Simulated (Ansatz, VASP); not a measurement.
Sc: VASP beside Ansatz

INCAR

```
SYSTEM = Sc
ALGO = Normal
EDIFF = 1E-6
ENCUT = 520
ISIF = 2
ISMEAR = -1
LASPH = .TRUE.
LCHARG = .TRUE.
LELF = .TRUE.
LREAL = .FALSE.
LVHAR = .TRUE.
LWAVE = .FALSE.
NBANDS = 12
NELM = 100
PREC = Accurate
SIGMA = 0.05
```

KPOINTS

```
k-points
0
G
  15 15 15
  0 0 0
```

The input POSCAR:

```
Sc
1.0
    2.1803913366      0.0000000000      0.0000000000
    0.0000000000      2.1803913366      0.0000000000
    0.0000000000      0.0000000000      2.1803913366
Sc
1
Direct
    0.0000000000      0.0000000000      0.0000000000
```

Input for Ansatz:

```yaml
crystal:
  lattice:
    - [2.1803913366, 0.0, 0.0]
    - [0.0, 2.1803913366, 0.0]
    - [0.0, 0.0, 2.1803913366]
  atoms:
    - { symbol: Sc, position: [0.0, 0.0, 0.0] }
kpoints:
  mp_grid: { grid: [15, 15, 15] }
scf:
  occupations: { method: fermi_dirac, width: 0.05 }
hamiltonian:
  xc: lda
  pseudopotentials: { kind: paw }
output:
  forces: true
  stress: true
  eigenvalues: true
  populations: true
  write_density: true
  write_potential: true
  elf: true
  volumetric_format: npy
```

Change from the starting cell: volume scaled by 0.45, PAW files.

Alike in both runs: task single point; functional LDA; k mesh 15 × 15 × 15; occupations fermi-dirac, width 0.05 eV; no spin polarisation.

|  | VASP | Ansatz |
| --- | --- | --- |
| version | VASP 6.6.1 | Ansatz 0.2.0 |
| potentials or method | VASP PAW LDA potentials, release 64 (Sc_sv) | PAW with Ansatz's default frozen-core files, scalar-relativistic |
| plane-wave cutoff (eV) | 520 | 420 |
| valence electrons in the cell | 11 | 11 |

Ansatz gave:

```
pressure (GPa) : 129.0
```

**Question.** Estimate VASP's values.

**Answer.** Pressure (GPa): 135.6.

Caveats: the cell as given lies far from equilibrium; so large a pressure means that the cell lies far from this level's equilibrium, or that cutoff or potentials fall short (VASP).
